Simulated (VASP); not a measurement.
**BN: single point with PBE**

BN:

```
N B
1.0
     1.25112    0.72234    3.37293
    -1.25112    0.72234    3.37293
     0.00000   -1.44467    3.37293
N B
1 1
Direct
  0.66724 0.66724 0.66724
  0.00033 0.00033 0.00033
```

The cell is a database's computed one.

| Quantity | Value |
| --- | --- |
| Program | VASP 6.6.1 |
| Task | single point |
| Functional | PBE |
| Potentials or basis | VASP PAW PBE potentials, release 64 (N, B) |
| Cutoff | 520 eV |
| k mesh | 12 × 12 × 12 |
| Occupations | gaussian, width 0.014 eV |
| Spin | no spin polarisation |

```json
{
 "Pressure": "3.6 GPa",
 "Band gap on the k mesh": "4.28 eV, indirect (least direct gap 4.70 eV)"
}
```

Forces on the atoms (eV/Å):
```
N    0.000  0.000 -0.003
B    0.000  0.000  0.003
```

Stress tensor (GPa, compression positive):
```
4.33 0.00 0.00
0.00 4.33 0.00
0.00 0.00 2.23
```

Levels at points of the mesh, in eV from the valence-band top:
| k point | band 2 | band 3 | band 4 | band 5 | band 6 | band 7 |
| --- | --- | --- | --- | --- | --- | --- |
| (0.00, 0.00, 0.00) | -4.18 | -1.29 | -1.29 | 5.17 | 11.68 | 11.68 |
| (0.50, 0.00, 0.00) | -8.93 | -4.07 | -0.60 | 5.29 | 9.92 | 13.09 |
| (0.50, 0.50, 0.00) | -8.80 | -4.13 | -1.17 | 4.28 | 9.91 | 14.26 |
| (0.50, 0.50, 0.50) | -6.13 | -1.30 | -1.30 | 10.11 | 11.61 | 11.61 |

It took 36 s on 1 thread of AMD EPYC 9R45 (Zen 5) (shared host), peak memory 0.13 GiB.

A k mesh can miss the band edges. Expect the measured gap to be larger: semilocal functionals such as PBE lack the derivative discontinuity.
